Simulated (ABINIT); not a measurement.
MgO: band structure with SCAN

**What was measured.**

“Electronic structure of alkaline earth and post-transition metal oxides”, 2009, arxiv:0908.1581 quotes, for a bulk crystal of MgO: band gap 7.83 eV.

MgO:

```xyz
2
Lattice="0.0000 2.0970 2.0970 2.0970 0.0000 2.0970 2.0970 2.0970 0.0000" Properties=species:S:1:pos:R:3 pbc="T T T"
Mg    0.0000    0.0000    0.0000
O     2.0970    2.0970    2.0970
```

The cell is a database's computed one.

| Property | Result |
| --- | --- |
| Program | ABINIT 10.8.3 (patched build) |
| Task | band structure |
| Functional | SCAN |
| Potentials or basis | JTH PAW PBE v2.0 |
| Cutoff | 762 eV |
| k mesh | 11 × 11 × 11 |
| Occupations | fermi-dirac, width 0.05 eV |
| Spin | no spin polarisation |
| Fine-grid cutoff | 1360.57 eV |

| Property | Result |
| --- | --- |
| Pressure | 0.7 GPa |
| Band gap on the k mesh | 5.74 eV, direct |
| Band gap along the path | 5.74 eV, direct |
| Valence electrons inside the program's atomic spheres | Mg 8.29; O 4.63 |

Levels at the corners of the path, in eV from the valence-band top:
| point | band 6 | band 7 | band 8 | band 9 | band 10 | band 11 |
| --- | --- | --- | --- | --- | --- | --- |
| Γ | 0.00 | 0.00 | 0.00 | 5.74 | 16.88 | 16.88 |
| X | -4.11 | -1.38 | -1.38 | 10.02 | 11.27 | 14.43 |
| W | -2.98 | -2.98 | -1.79 | 12.77 | 12.77 | 13.57 |
| K | -3.52 | -2.73 | -1.18 | 11.11 | 13.13 | 13.77 |
| Γ | 0.00 | 0.00 | 0.00 | 5.74 | 16.88 | 16.88 |
| L | -4.65 | -0.69 | -0.69 | 8.90 | 13.95 | 17.64 |
| U | -3.52 | -2.73 | -1.18 | 11.11 | 13.13 | 13.77 |
| W | -2.98 | -2.98 | -1.79 | 12.77 | 12.77 | 13.57 |
| L | -4.65 | -0.69 | -0.69 | 8.90 | 13.95 | 17.64 |
| K | -3.52 | -2.73 | -1.18 | 11.11 | 13.13 | 13.77 |

It took 2.4 min on 1 thread of Arm Neoverse V2, on a shared host, peak memory 0.12 GiB.

A measured gap of MgO is 7.83 eV (quoted in “Electronic structure of alkaline earth and post-transition metal oxides”, 2009, arxiv:0908.1581); the calculated 5.74 eV misses it by -2.09 eV. The value is that of SCAN, without temperature or zero-point motion. The cell is a database's relaxed one, not the measured one, which moves gaps too.

Caveat: the PAW data sets were made with another functional, which shifts forces and pressure a little.
